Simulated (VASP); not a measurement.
Input of a VASP 6.6.1 run:

The input POSCAR:

```
Si3C
1.0
    0.0000000000     -2.4872308900     -2.4872308900
   -2.4872308900      0.0000000000     -2.4872308900
    2.4872308900      2.4872308900     -4.9744617800
C Si
1 3
Direct
    0.8750000000      0.8750000000      0.3750000000
    0.3750000000      0.3750000000      0.8750000000
    0.7500000000      0.7500000000      0.7500000000
    0.2500000000      0.2500000000      0.2500000000
```

File INCAR.step1:

```
SYSTEM = Si3C
PREC = Accurate ; ENCUT = 520
EDIFF = 1E-6 ; ISMEAR = 0
SIGMA = 0.02 ; LREAL = .FALSE.
LASPH = .TRUE. ; NELM = 100
ALGO = Normal ; ISIF = 2
LWAVE = .FALSE. ; LCHARG = .TRUE.
GGA = PS
```

Contents of KPOINTS.step1:

```
regular mesh
0
G
  8 8 8
  0 0 0
```

Contents of INCAR.step2:

```
SYSTEM = Si3C
PREC = Accurate ; ENCUT = 520
EDIFF = 1E-6 ; ISMEAR = 0
SIGMA = 0.05 ; LREAL = .FALSE.
LASPH = .TRUE. ; NELM = 100
ALGO = Normal ; ISIF = 2
LWAVE = .FALSE. ; LCHARG = .FALSE.
GGA = PS ; ICHARG = 11
```

Contents of KPOINTS.step2:

```
path GLB1,BZGX,QFP1Z,LP
20
line-mode
reciprocal
 0.0000000000  0.0000000000  0.0000000000  G
 0.0000000000 -0.5000000000  0.0000000000  L

 0.0000000000 -0.5000000000  0.0000000000  L
 0.3750000000 -0.3125000000  0.1875000000  B1

 0.3125000000 -0.3125000000  0.5000000000  B
 0.0000000000  0.0000000000  0.5000000000  Z

 0.0000000000  0.0000000000  0.5000000000  Z
 0.0000000000  0.0000000000  0.0000000000  G

 0.0000000000  0.0000000000  0.0000000000  G
 0.3437500000 -0.3437500000  0.0000000000  X

 0.3437500000 -0.3125000000  0.3437500000  Q
 0.5000000000  0.0000000000  0.5000000000  F

 0.5000000000  0.0000000000  0.5000000000  F
 0.4687500000  0.0000000000  0.6562500000  P1

 0.4687500000  0.0000000000  0.6562500000  P1
 0.0000000000  0.0000000000  0.5000000000  Z

 0.0000000000 -0.5000000000  0.0000000000  L
 0.0000000000 -0.4687500000  0.3437500000  P
```

Potentials or basis: VASP PAW PBE potentials, release 64 (C, Si).

Run with:

```sh
$ cat potpaw_PBE.64/C/POTCAR potpaw_PBE.64/Si/POTCAR > POTCAR
$ cp INCAR.step1 INCAR
$ cp KPOINTS.step1 KPOINTS
$ mpirun -np 1 vasp_std > vasp.out
$ cp INCAR.step2 INCAR
$ cp KPOINTS.step2 KPOINTS
$ mpirun -np 1 vasp_std > vasp.out
```

(1) Predict the band gap on the k mesh.

(2) Estimate the band gap along the path.

## Answers

(1) 0.08 eV, indirect (least direct gap 1.08 eV).

(2) 0.08 eV, indirect (least direct gap 1.08 eV).

Caveat: the log is that of the step along the path at fixed density, whose energy, stress, charges and moments have no meaning.
